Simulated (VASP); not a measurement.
# C3H4: single point with PBE+D3

The system is C3H4, in a box.

```
C H
1.0
    14.19329    0.00000    0.00000
     0.00000   14.69329    0.00000
     0.00000    0.00000   15.19329
C H
3 4
Cartesian
  6.0800 7.3511 8.9459
  6.8086 7.3833 7.9794
  7.6822 7.4227 6.8197
  5.4365 7.3229 9.7998
  7.6887 8.4245 6.3632
  7.3541 6.7049 6.0521
  8.7179 7.1713 7.0953
```

```json
{"Program": "VASP 6.6.1", "Task": "single point", "Functional": "PBE", "Dispersion": "D3", "Potentials or basis": "VASP PAW PBE potentials, release 64 (C, H)", "Cutoff": "400 eV", "k mesh": "1 × 1 × 1", "Occupations": "gaussian, width 0.01 eV", "Spin": "no spin polarisation"}
```

```yaml
Largest_force: 0.013 eV/Å
Gap_between_the_frontier_levels: 5.93 eV
Dispersion_energy_per_atom: -0.003 eV
```

Forces on the atoms (eV/Å):
```
C    0.006  0.000 -0.008
C   -0.006  0.000  0.007
C    0.004  0.002 -0.011
H   -0.007 -0.001  0.010
H    0.001  0.000  0.000
H    0.000  0.000  0.000
H    0.003 -0.001  0.001
```

Levels at points of the mesh, in eV from the valence-band top:
| k point | band 5 | band 6 | band 7 | band 8 | band 9 | band 10 | band 11 | band 12 |
| --- | --- | --- | --- | --- | --- | --- | --- | --- |
| (0.00, 0.00, 0.00) | -4.08 | -4.08 | 0.00 | 0.00 | 5.93 | 6.41 | 6.43 | 6.58 |

Run time: 36 s on 4 MPI ranks on AMD EPYC 9R45 (Zen 5), with other jobs on the host, peak memory 0.53 GiB a rank.

Caveat: the standard files for N, O and F lose accuracy on very short bonds. PBE gaps usually lie below the measured ones, often by a third to a half.
